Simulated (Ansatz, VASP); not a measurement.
# Two plane-wave programs on BN

```
B N
1.0
     2.51515    0.00000    0.00000
    -1.25758    2.17819    0.00000
     0.00000    0.00000    4.16063
B N
2 2
Direct
  0.33333 0.66667 0.99987
  0.66667 0.33333 0.49987
  0.33333 0.66667 0.37413
  0.66667 0.33333 0.87413
```

Change from the starting cell: strained cell.

Alike in both runs: functional PBEsol; k mesh 9 × 9 × 6; occupations gaussian, width 0.02 eV; no spin polarisation.

Ansatz relaxed the structure, and its values are those at the end. VASP's run is a single point on that final structure, the one shown.

|  | VASP | Ansatz |
| --- | --- | --- |
| version | VASP 6.6.1 | Ansatz 0.2.0 |
| potentials or method | VASP PAW PBE potentials, release 64 (B, N) | scalar-relativistic, plane waves, PAW |
| plane-wave cutoff (eV) | 520 | 420 |
| valence electrons in the cell | 16 | 16 |

```csv
,VASP,Ansatz,Ansatz less VASP
gap on the k mesh at the Fermi level (eV),4.88,4.89,+0.012
least direct gap on the mesh (eV),8.35,8.35,+0.001
pressure (GPa),13.2,12.3,-0.97
```

Ansatz warned: «pseudo_functional_mismatch».

Caveats: the PAW data sets were made with another functional, which shifts forces and pressure a little (VASP); an odd mesh through Γ misses points on the zone boundary, where band edges often lie.
